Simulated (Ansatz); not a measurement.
GeTe (alpha-GeTe type, space group R3m)

```
CELL_PARAMETERS angstrom
      4.22663     2.44024     7.27983
      0.00000     2.44024     7.27983
      0.00000    -2.44024     3.63992
ATOMIC_POSITIONS crystal
  Ge 0.00000 0.23423 0.23423
  Ge 0.50000 0.23423 0.23423
  Te 0.00000 0.76577 0.76577
  Te 0.50000 0.76577 0.76577
```

The atoms are displaced by Q × the pattern below (from a DFPT mode at F = (0.5, 0.5, 0.0), largest move 1; Q in Å), at fixed cell. (q is in reciprocal vectors of the primitive cell; the cell shown is doubled to hold the pattern.)

```json
[
 {"atom": "Ge1", "x": "0.000", "y": "0.961", "z": "0.278"},
 {"atom": "Ge2", "x": "0.000", "y": "-0.961", "z": "-0.278"},
 {"atom": "Te3", "x": "0.000", "y": "-0.424", "z": "-0.404"},
 {"atom": "Te4", "x": "0.000", "y": "0.424", "z": "0.404"}
]
```

The numbers are results of PBE (plane waves to 420 eV, PAW, scalar-relativistic; Ansatz, a program for electronic structure), not measurements. k mesh 10×10×10 (Γ-centred), Fermi-Dirac smearing 0.05 eV. GeTe was relaxed with its symmetry unable to fall. Spin-orbit coupling is left out, though Te is heavy. 

```tsv
Q (Å)	−dE/dQ from forces (eV/Å)
-0.100	1.042
-0.083	0.850
-0.067	0.669
-0.050	0.495
-0.033	0.327
-0.017	0.163
0.000	0.000
0.017	-0.163
0.033	-0.327
0.050	-0.495
0.067	-0.669
0.083	-0.850
0.100	-1.042
```

Question: What harmonic wavenumber does the curvature at Q = 0 give?

Answer: 107 cm⁻¹. E″ = 9.76 eV/Å², M = Σ mᵢ|uᵢ|² = 232.8 u, ν̃ = 521.5·√(|E″|/M).

(A displaced cell: forces are minus the slopes of the energy, force constants its curvatures, and phonons follow from these.)
